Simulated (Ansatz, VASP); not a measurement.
**Two plane-wave programs on In3Se**

```
In Se
1.0
     4.80376    0.00000    0.00000
     0.00000    4.80376    0.00000
     0.00000    0.00000    4.80376
In Se
3 1
Direct
  0.00000 0.50000 0.50000
  0.50000 0.00000 0.50000
  0.50000 0.50000 0.00000
  0.00000 0.00000 0.00000
```

Alike in both runs: task single point; functional PBEsol; k mesh 10 × 10 × 10; occupations methfessel-paxton of order 1, width 0.1 eV; no spin polarisation.

```csv
,VASP,Ansatz
version,VASP 6.6.1,Ansatz 0.2.0
potentials or method,"VASP PAW PBE potentials, release 64 (In_d, Se)","scalar-relativistic, plane waves, PAW"
plane-wave cutoff (eV),520,420
valence electrons in the cell,45,55
```

|  | VASP | Ansatz | Ansatz less VASP |
| --- | --- | --- | --- |
| gap on the k mesh at the Fermi level (eV) | none | none | - |
| pressure (GPa) | -3.0 | -3.0 | +0.03 |

A gap of «none» marks a metal or a gap that the smearing closes. The functional is the same, so the differences come from potentials, cutoffs and numerics. The two sets of potentials don't hold the same shells in valence.

Caveats: the PAW data sets were made with another functional, which shifts forces and pressure a little (VASP).
